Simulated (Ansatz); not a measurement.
TiCo:

```
CELL_PARAMETERS angstrom
2.98611 0.00000 0.00000
0.00000 2.98611 0.00000
0.00000 0.00000 2.98611
ATOMIC_POSITIONS crystal
Co 0.50000 0.50000 0.50000
Ti 0.00000 0.00000 0.00000
```

The cell comes from a database or a generator and needn't be the stable form of this composition.

- Program: Ansatz 0.2.0
- Task: relaxation of cell and atoms
- Functional: B3LYP
- Potentials or basis: Ansatz PAW
- Cutoff: 420 eV (not typed: the program's choice for these potentials)
- k mesh: 5 × 5 × 5
- Occupations: fermi-dirac, width 0.05 eV
- Spin: collinear spin, ferromagnetic start
- Starting moments: [2.0, 1.0] μB

At the start: volume 13.31 Å³/atom.

Problem. Where does the relaxation end?

Solution. It ends after 5 steps and the volume is 13.98 Å³/atom (+5.0 %); space group Pm-3m (No. 221, to 0.05 Å); moment 1.00 μB per cell.

The path:
```csv
step,energy change (eV),largest force (eV/Å),volume (Å³)
1,0.0000,0.0000,26.63
2,-0.0368,0.0000,27.72
3,-0.0376,0.0000,27.98
4,-0.0376,0.0000,27.96
5,-0.0388,0.0000,27.96
```

Final structure:
```yaml
crystal:
  lattice:
    - [3.03513, 0.00000, 0.00000]
    - [0.00000, 3.03513, 0.00000]
    - [0.00000, 0.00000, 3.03513]
  atoms:
    - { symbol: Co, position: [0.50000, 0.50000, 0.50000] }
    - { symbol: Ti, position: [0.00000, 0.00000, 0.00000] }
```

Caveat: the k mesh is coarse (spacing up to 0.42 Å⁻¹), so the values aren't converged, least of all with exact exchange; the magnetic or orbital state may not be the lowest; the plane-wave basis is chosen anew once the cell has moved, so the energies of steps on either side of that aren't comparable; the PAW data sets come from PBE, with cores solved anew for the run's functional, which leaves a small shift of forces and pressure; the starting moments weren't kept.
